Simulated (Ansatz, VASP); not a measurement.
# One calculation of BN, two programs

```
B N
1.0
     2.36493    0.00000    0.00000
    -1.18247    2.04809    0.00000
     0.00000    0.00000    7.31687
B N
2 2
Direct
  0.33333 0.66667 0.25000
  0.66667 0.33333 0.75000
  0.33333 0.66667 0.75000
  0.66667 0.33333 0.25000
```

Alike in both runs: task single point; functional PBEsol; k mesh 12 × 12 × 4; occupations gaussian, width 0.05 eV; no spin polarisation.

|  | VASP | Ansatz |
| --- | --- | --- |
| version | VASP 6.6.1 | Ansatz 0.2.0 |
| potentials or method | VASP PAW PBE potentials, release 64 (B, N) | scalar-relativistic, plane waves, PAW |
| plane-wave cutoff (eV) | 520 | 520 |
| valence electrons in the cell | 16 | 16 |

|  | VASP | Ansatz | Ansatz less VASP |
| --- | --- | --- | --- |
| gap on the k mesh at the Fermi level (eV) | 4.43 | 4.43 | +0.008 |
| least direct gap on the mesh (eV) | 5.03 | 5.03 | +0.003 |

Ansatz warned: «pseudo_functional_mismatch».

 A k mesh can miss the band edges.
